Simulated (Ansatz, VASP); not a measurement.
PbS (Galena) in VASP and in Ansatz

File INCAR:

```
SYSTEM = PbS
AGGAC = 1.0
AGGAX = 1.0
ALDAC = 0.0
ALDAX = 1.0
ALGO = Normal
EDIFF = 1E-6
EDIFFG = -0.02
ENCUT = 600
GGA = B5
IBRION = 2
ISIF = 3
ISMEAR = -1
IVDW = 12
LASPH = .True.
LCHARG = .False.
LREAL = .False.
LWAVE = .False.
NELM = 60
NSW = 80
PREC = Accurate
SIGMA = 0.05
VDW_A1 = 0.4298
VDW_A2 = 4.2359
VDW_S6 = 1.0
VDW_S8 = 2.6996
```

The input KPOINTS:

```
k-points
0
Gamma
  8 8 8
  0 0 0
```

Contents of POSCAR:

```
PbS
1.0
    0.0000000000      2.9657500000      2.9657500000
    2.9657500000      0.0000000000      2.9657500000
    2.9657500000      2.9657500000      0.0000000000
Pb S
1 1
Direct
    0.0000000000      0.0000000000      0.0000000000
    0.5000000000      0.5000000000      0.5000000000
```

File input.yaml:

```yaml
crystal:
  lattice:
    - [0.0, 2.96575, 2.96575]
    - [2.96575, 0.0, 2.96575]
    - [2.96575, 2.96575, 0.0]
  atoms:
    - { symbol: Pb, position: [0.0, 0.0, 0.0] }
    - { symbol: S, position: [0.5, 0.5, 0.5] }
kpoints:
  mp_grid: { grid: [8, 8, 8] }
scf:
  occupations: { method: fermi_dirac, width: 0.05 }
hamiltonian:
  xc: blyp
  dispersion: d3bj
  pseudopotentials: { kind: all_electron, lapw: { basis_error: 0.001 } }
output:
  forces: true
  stress: true
relax:
  f_tol: 0.02
  max_steps: 60
  cell: {}
```

Alike in both runs: task relaxation of cell and atoms; functional BLYP; dispersion D3(BJ); k mesh 8 × 8 × 8; occupations fermi-dirac, width 0.05 eV; no spin polarisation.

|  | VASP | Ansatz |
| --- | --- | --- |
| version | VASP 6.6.1 | Ansatz 0.2.0 |
| potentials or method | VASP PAW PBE potentials, release 64 (Pb_d, S) | all-electron LAPW, scalar-relativistic |
| plane-wave cutoff (eV) | 600 | see its input |

VASP gave:

- relaxed volume (Å³/atom): 26.60
- relaxed cell length with the largest relative difference (Å): 4.221
- energy change over the relaxation (meV/atom): -2

Task: Which values does Ansatz return?

Result: Relaxed volume (Å³/atom): 26.55; relaxed cell length with the largest relative difference (Å): 4.219; energy change over the relaxation (meV/atom): -1.

Ansatz ran all-electron here, so the differences hold the error of VASP's frozen core and of both bases.

Caveats: the PAW data sets were made with another functional, which shifts forces and pressure a little (VASP). Zero-point motion and thermal expansion aren't in these numbers. A k mesh can miss the band edges.
